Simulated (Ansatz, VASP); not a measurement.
**AlNi: VASP beside Ansatz**

Contents of INCAR:

```
SYSTEM = AlNi
ALGO = Fast ; EDIFF = 1E-6
ENCUT = 520 ; GGA = PE
ISIF = 2 ; ISMEAR = 0
LASPH = .TRUE. ; LCHARG = .FALSE.
LREAL = .FALSE. ; LWAVE = .FALSE.
NBANDS = 14 ; NELM = 60
PREC = Accurate ; SIGMA = 0.15
```

KPOINTS

```
k-points
0
G
  16 16 16
  0 0 0
```

File POSCAR:

```
AlNi
1.0
    3.1114800000      0.0000000000      0.0000000000
    0.0000000000      3.1114800000      0.0000000000
    0.0000000000      0.0000000000      2.7657600000
Al Ni
1 1
Direct
    0.0000000000      0.0000000000      0.0000000000
    0.5000000000      0.5000000000      0.5000000000
```

Input for Ansatz:

```yaml
crystal:
  lattice:
    - [3.11148, 0.0, 0.0]
    - [0.0, 3.11148, 0.0]
    - [0.0, 0.0, 2.76576]
  atoms:
    - { symbol: Al, position: [0.0, 0.0, 0.0] }
    - { symbol: Ni, position: [0.5, 0.5, 0.5] }
basis:
  ecutwfc: 420
kpoints:
  mp_grid: { grid: [16, 16, 16] }
hamiltonian:
  xc: pbe
scf:
  occupations: { method: gaussian, width: 0.15 }
output:
  forces: true
  stress: true
  eigenvalues: true
  write_density: true
  write_potential: true
  elf: true
  volumetric_format: npy
```

Change from the starting cell: strain +0.080 along x and y, -0.040 along z, atoms carried along.

Alike in both runs: task single point; functional PBE; k mesh 16 × 16 × 16; occupations gaussian, width 0.15 eV; no spin polarisation.

```csv
,VASP,Ansatz
version,VASP 6.6.1,Ansatz 0.2.0
potentials or method,"VASP PAW PBE potentials, release 64 (Al, Ni)","scalar-relativistic, plane waves, PAW"
plane-wave cutoff (eV),520,420
valence electrons in the cell,13,21
```

```csv
,VASP,Ansatz,Ansatz less VASP
gap on the k mesh at the Fermi level (eV),none,none,-
pressure (GPa),-12.2,-12.1,+0.12
largest component of the traceless stress (GPa),5.97,5.86,-0.109
```

A gap of «none» marks a metal or a gap that the smearing closes. The two sets of potentials don't hold the same shells in valence.

Spin polarisation is off, so any magnetic state and its effect on volume and gap are missing.
